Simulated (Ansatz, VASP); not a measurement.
# Cross-check of Ag (Ag wire along [111], 19 atoms a period) between VASP and Ansatz

One calculation is typed for both programs; each brings its own data sets. How far apart do they land? The structure shown is the start of the Ansatz relaxation below; VASP solves that cell, so the two are compared at the walk's first step.

Method: plane waves, with VASP 6.6.1 beside it; single point at PBE, in Ansatz 0.2.0.

**1. Set-up**

The cell holds 19 atoms: 19 Ag. Cell: a = 12.669 Å, b = 13.577 Å, c = 7.188 Å, α = 90.0°, β = 90.0°, γ = 90.0°. Vacuum lies along a and b. The structure's axis is c.

**2. Ansatz: relaxation, PBE**

Ansatz runs on its PAW soft_1 files.

The two programs are compared at the cell with which this relaxation starts, whose forces are those of its first step.

input.yaml reads:

```yaml
crystal:
  lattice:
    - [12.669, 0.0, 0.0]
    - [0.0, 13.577, 0.0]
    - [0.0, 0.0, 7.1880108514]
  atoms:
    - { symbol: Ag, position: [0.268371616, 0.499997114, 0.0] }
    - { symbol: Ag, position: [0.384185537, 0.687177316, 0.0] }
    - { symbol: Ag, position: [0.499999459, 0.499997114, 0.0] }
    - { symbol: Ag, position: [0.61581338, 0.687177316, 0.0] }
    - { symbol: Ag, position: [0.268371616, 0.624783915, 0.333333333] }
    - { symbol: Ag, position: [0.384185537, 0.437603713, 0.333333333] }
    - { symbol: Ag, position: [0.499999459, 0.624783915, 0.333333333] }
    - { symbol: Ag, position: [0.499999459, 0.25042351, 0.333333333] }
    - { symbol: Ag, position: [0.61581338, 0.437603713, 0.333333333] }
    - { symbol: Ag, position: [0.731627302, 0.624783915, 0.333333333] }
    - { symbol: Ag, position: [0.268371616, 0.375210312, 0.666666667] }
    - { symbol: Ag, position: [0.384185537, 0.562390514, 0.666666667] }
    - { symbol: Ag, position: [0.499999459, 0.375210312, 0.666666667] }
    - { symbol: Ag, position: [0.499999459, 0.749570717, 0.666666667] }
    - { symbol: Ag, position: [0.61581338, 0.562390514, 0.666666667] }
    - { symbol: Ag, position: [0.731627302, 0.375210312, 0.666666667] }
    - { symbol: Ag, position: [0.384185537, 0.312816911, 0.0] }
    - { symbol: Ag, position: [0.61581338, 0.312816911, 0.0] }
    - { symbol: Ag, position: [0.731627302, 0.499997114, 0.0] }
kpoints:
  mp_grid: { grid: [1, 1, 12] }
scf:
  occupations: { method: fermi_dirac, width: 0.05 }
hamiltonian:
  xc: pbe
  pseudopotentials: { kind: paw, azcp: { folder: soft_1 } }
relax:
  cell: { fix: [a, b, alpha, beta, gamma] }
  max_steps: 45
  f_tol: 0.03
```

On the command line:

```bash
ansatz run input.yaml --threads 4 --pin off --max-ram 16384MiB --backend cpu --events-out ev --progress --plain --runs-dir out
```

Numbers of over 12 decimals in the logs are rounded to 6 here.

Output:

```text
Engine: ansatz 0.2.0, aarch64-unknown-linux-gnu
Pseudopotentials: kind: paw
Pseudopotential: Ag, paw, valence charge 19, recommended cutoff 420 eV (normal), soft_1/Ag.paw.azcp
Functional definition: PBE
  parameter kappa = 0.804
  parameter beta = 0.066725
  exchange = pbe_x(kappa = kappa, mu = beta*pi^2/3)
  correlation = pbe_c(beta = beta)
Crystal: 19 atoms, lattice volume = 1236.388 Å³
Basis set: ecut = 420 eV, 24147 PW (Γ), exchange–correlation on 180×192×100 points (8 copies of the dense FFT grid, shifted against one another)
Bands: 217, of which v1, the nominal top of the filled ones, is band 181 counted from 1 (180 counted from 0)
Symmetry: 4 space group operations
Space group: P2/m (ITA 10), of the structure as read, at distance tolerance 1.1e-4 Å
k-points: 7 of 12
Non-local potential: Ag, projectors of the file, l = 0: 3, l = 1: 2, l = 2: 2, l = 3: 1
PAW form: soft (Blöchl's): semilocal exchange-correlation on the pseudo side does not see the compensation charge
PAW one-centre angular grid: Ag, 590 points (default); XC on 64 Gauss nodes
Initial density: superposition of atomic densities (neutral atoms: chi_scale 0, normalization atom)
Initial wavefunctions: pseudopotential atomic-orbital guess
Functional: x = pbe(κ = 0.804, μ = 0.219515), c = pbe(β = 0.066725)
SCF iter   1: F=—  HF=-144213.919937 eV  |F-HF|=—  |Δ(HF+E_count)|=         —  Δρ=2.51e-2  dr2=1.12e1  ethr=3.10e-3  ⟨swp⟩=6.1  Hψ=5829  notcnv=0  defer=91
preconditioner: auto → LDOS  [metal: Δε(μ)=0.104 eV  Ē_g=7.343 eV  σ=0.050 eV  W_gap=0.42  n_scr=240 (ndim 8)  ℏωp=15.3 eV  f_vac=0.624  D(μ)=6.44/eV (n_scr^D=12)  β→1.0]
SCF iter   2: F=—  HF=-144216.071862 eV  |F-HF|=—  |Δ(HF+E_count)|=    2.15e0  Δρ=3.81e-2  dr2=1.67e1  ethr=3.10e-3  ⟨swp⟩=3.0  Hψ=3343  notcnv=0  defer=184
SCF iter   3: F=—  HF=-144211.086510 eV  |F-HF|=—  |Δ(HF+E_count)|=    4.99e0  Δρ=6.79e-3  dr2=4.64e-1  ethr=3.10e-3  ⟨swp⟩=2.3  Hψ=2860  notcnv=0  defer=171
SCF iter   4: F=—  HF=-144211.002906 eV  |F-HF|=—  |Δ(HF+E_count)|=   8.36e-2  Δρ=1.31e-3  dr2=2.49e-2  ethr=1.29e-4  ⟨swp⟩=2.3  Hψ=2820  notcnv=0  defer=171
SCF iter   5: F=—  HF=-144210.998630 eV  |F-HF|=—  |Δ(HF+E_count)|=   4.28e-3  Δρ=4.55e-4  dr2=2.36e-3  ethr=6.90e-6  ⟨swp⟩=2.0  Hψ=2789  notcnv=0  defer=171
SCF iter   6: F=—  HF=-144210.999039 eV  |F-HF|=—  |Δ(HF+E_count)|=   4.09e-4  Δρ=1.30e-4  dr2=2.79e-4  ethr=6.53e-7  ⟨swp⟩=2.0  Hψ=2666  notcnv=0  defer=171
SCF iter   7: F=—  HF=-144210.999065 eV  |F-HF|=—  |Δ(HF+E_count)|=   2.57e-5  Δρ=4.22e-5  dr2=2.32e-5  ethr=7.74e-8  ⟨swp⟩=2.0  Hψ=2083  notcnv=0  defer=171
SCF iter   8: F=—  HF=-144210.998836 eV  |F-HF|=—  |Δ(HF+E_count)|=   2.28e-4  Δρ=1.14e-5  dr2=2.79e-6  ethr=6.44e-9  ⟨swp⟩=2.0  Hψ=2109  notcnv=0  defer=171
SCF iter   9: F=—  HF=-144210.998837 eV  |F-HF|=—  |Δ(HF+E_count)|=   1.36e-6  Δρ=4.54e-6  dr2=3.18e-7  ethr=7.74e-10  ⟨swp⟩=2.0  Hψ=2086  notcnv=0  defer=171
SCF iter  10: F=-144210.998838 eV  HF=-144210.998838 eV  |F-HF|=1.98e-9  |Δ(HF+E_count)|=   1.48e-7  Δρ=1.43e-6  dr2=3.11e-8  ethr=2.77e-11  ⟨swp⟩=5.0  Hψ=4787  notcnv=0
SCF 1 converged in 10 iterations: F = -144210.998838 eV  dr2 = 3.11e-8
  greatest PAW one-centre occupation: 1.001 electrons in one spin orbital (limit 2), on the Ag atom at site 12 (counted from 0), in its partial waves of l = 0
relax step   1: F+E_penalty+E_count = -144210.99883764 eV  Δ(F+E_penalty+E_count) = +0.000e0 eV  max|allowed force component| = 5.784e-1 eV/Å  Δτ_max = 0.0000 Å  P = -1.262 GPa  Ω = 1236.388 Å³  fix = [a, b, alpha, beta, gamma]  reactions: a -1.004, b -0.980 GPa; alpha +0.001 GPa/rad  (10 SCF iters, dr2 threshold 1.00e-7 eV, accepted)
[...]
relax step   2: F+E_penalty+E_count = -144211.54032081 eV  Δ(F+E_penalty+E_count) = -5.415e-1 eV  max|allowed force component| = 1.921e-1 eV/Å  Δτ_max = 0.1391 Å  P = +0.303 GPa  Ω = 1195.620 Å³  energy of the carried Pulay correction = +5.446e-3 eV  fix = [a, b, alpha, beta, gamma]  reactions: a +0.334, b +0.379 GPa; alpha -0.006 GPa/rad  (7 SCF iters, dr2 threshold 1.90e-6 eV, accepted)
[...]
relax step   3: F+E_penalty+E_count = -144211.58970875 eV  Δ(F+E_penalty+E_count) = -4.939e-2 eV  max|allowed force component| = 2.873e-2 eV/Å  Δτ_max = 0.0542 Å  P = -0.093 GPa  Ω = 1195.674 Å³  energy of the carried Pulay correction = +5.439e-3 eV  fix = [a, b, alpha, beta, gamma]  reactions: a -0.143, b -0.100 GPa; alpha -0.003 GPa/rad  (6 SCF iters, dr2 threshold 1.90e-6 eV, accepted)
[...]
relax step   4: F+E_penalty+E_count = -144211.58348982 eV  Δ(F+E_penalty+E_count) = +6.219e-3 eV  max|allowed force component| = 2.899e-2 eV/Å  Δτ_max = 0.0000 Å  P = -0.090 GPa  Ω = 1195.674 Å³  fix = [a, b, alpha, beta, gamma]  reactions: a -0.140, b -0.097 GPa; alpha -0.003 GPa/rad  stress off target by 3.32e-2 GPa on what of the cell is left free  SCF on the basis re-selected at this cell (its energy is not comparable with the rows above)  (7 SCF iters)
basis re-selected at this cell: Δ(F+E_penalty+E_count) = +6.219e-3 eV, ΔP = +0.003 GPa vs the last step (what re-selecting the basis moved, of the pressure what is left beyond the Pulay correction that the steps carried, after the strain that the cell walked since its last selection, with what the two solves' SCF thresholds leave and, on support functions, any second-order correction that the steps lacked; it is no measure of the basis error at this ecutwfc). The dense FFT grid was sized anew with the basis: this SCF ran on 90×96×48 points, the steps before it on 90×96×50, so part of this shift can come from that change (see relax.cell in the input reference). [rest of the remark cut]
SCF converged after 7 iterations
Free energy (F): -144211.583490 eV
Harris-Foulkes:  -144211.583490 eV  (|F-HF|=1.75e-10)
Internal energy: -144211.541118 eV  (E = F + TS)
E sigma→0 (E₀):  -144211.562304 eV
Entropy (-TS):   -0.042371 eV (-2.230 meV/atom)
Fermi energy:    1.571010 eV
--- Per-component energies (eV) ---
  E_band       = -9994.681630
  E_kinetic    = 8891.595494
  E_local      = -212643.351806  (includes V_loc(G=0)·N_el)
  E_nonlocal   = 613.130927
  E_hartree    = 103242.214775
  E_xc         = -3003.539966
  E_vxc        = -3798.248883  (∫ρ·V_xc dr)
  E_paw        = -75174.465783  (= ΣΔE_a)
  E_vpaw       = -9542.244384  (= ΣTr[D̂ρ^β])
  E_aug_tail   = 0.007014  (compensation charges beyond the density's cutoff)
  E_ewald      = 33862.868227
  E_smearing   = -0.042371  (= −TS)
  E_closure    = -0.000000  (closes the sum)
  Σ components = -144211.583490   (vs F -144211.583490, Δ=0.00e0)
--- Forces (eV/Å), atoms counted from 1 ---
  atom   1  Ag     0.01822743    -0.00000000    -0.00000000
  atom   2  Ag     0.00959549    -0.01724577     0.00054326
  atom   3  Ag     0.00000000     0.00000000     0.00000000
  atom   4  Ag    -0.00959549    -0.01724577     0.00054326
  atom   5  Ag     0.01140899    -0.00672828    -0.00581996
  atom   6  Ag     0.02569801     0.01415373    -0.00601855
  atom   7  Ag     0.00000000    -0.02899449    -0.00536230
  atom   8  Ag    -0.00000000     0.01432361    -0.00831796
  atom   9  Ag    -0.02569801     0.01415373    -0.00601855
  atom  10  Ag    -0.01140899    -0.00672828    -0.00581996
  atom  11  Ag     0.01140899     0.00672828     0.00581996
  atom  12  Ag     0.02569801    -0.01415373     0.00601855
  atom  13  Ag    -0.00000000     0.02899449     0.00536230
  atom  14  Ag     0.00000000    -0.01432361     0.00831796
  atom  15  Ag    -0.02569801    -0.01415373     0.00601855
  atom  16  Ag    -0.01140899     0.00672828     0.00581996
  atom  17  Ag     0.00959549     0.01724577    -0.00054326
  atom  18  Ag    -0.00959549     0.01724577    -0.00054326
  atom  19  Ag    -0.01822743     0.00000000     0.00000000
  max |Σ_I F_I| component: 6.94e-18 eV/Å
--- Stress (GPa, compression-positive) ---
       -0.140005       0.000000      -0.000000
        0.000000      -0.096848       0.002570
       -0.000000       0.002570      -0.033194
  P = ⅓ Tr σ = -0.0900 GPa (-0.900 kbar)
--- Relaxed structure (3 steps of the walk, 3 accepted, 1 SCFs on fresh bases) ---
  F+E_penalty+E_count = -144211.58348982 eV   max|allowed force component| = 2.899e-2 eV/Å   (the final SCF, on the basis selected at the relaxed cell)
  cell:  # Å, volume = 1195.6743 Å³
    - [12.669, 0.0, 0]
    - [0.0, 13.577, 0]
    - [0, 0, 6.951311]
  atoms:
    - { symbol: Ag, position: [0.270412, 0.500000, 0] }
    - { symbol: Ag, position: [0.385438, 0.685031, 0.000564447] }
    - { symbol: Ag, position: [0.500000, 0.500000, 0] }
    - { symbol: Ag, position: [0.614562, 0.685031, 0.000564447] }
    - { symbol: Ag, position: [0.276599, 0.619704, 0.329493] }
    - { symbol: Ag, position: [0.379270, 0.434881, 0.334929] }
    - { symbol: Ag, position: [0.500000, 0.630136, 0.335582] }
    - { symbol: Ag, position: [0.500000, 0.259526, 0.328766] }
    - { symbol: Ag, position: [0.620730, 0.434881, 0.334929] }
    - { symbol: Ag, position: [0.723401, 0.619704, 0.329493] }
    - { symbol: Ag, position: [0.276599, 0.380296, 0.670507] }
    - { symbol: Ag, position: [0.379270, 0.565119, 0.665071] }
    - { symbol: Ag, position: [0.500000, 0.369864, 0.664418] }
    - { symbol: Ag, position: [0.500000, 0.740474, 0.671234] }
    - { symbol: Ag, position: [0.620730, 0.565119, 0.665071] }
    - { symbol: Ag, position: [0.723401, 0.380296, 0.670507] }
    - { symbol: Ag, position: [0.385438, 0.314969, -0.000564447] }
    - { symbol: Ag, position: [0.614562, 0.314969, -0.000564447] }
    - { symbol: Ag, position: [0.729588, 0.500000, 0] }
```

The column dr2 measures how far the density is from self-consistency, as an energy; F and HF (Harris–Foulkes) agree once it is small.

(Part 1 of 2 ends here.)

[Lines on the potential files, build, host, timing and source positions are cut from VASP's logs without a mark.]

[Logs are printed without paths, hosts, clocks, repeated set-up lines and the standing remarks that a program may print on its own settings, such as how far it seeks lower states.]

[Hosts, paths, dates, database ids (printed as entryN), source tags and the programs' standing remarks are cut or masked in the printed files.]
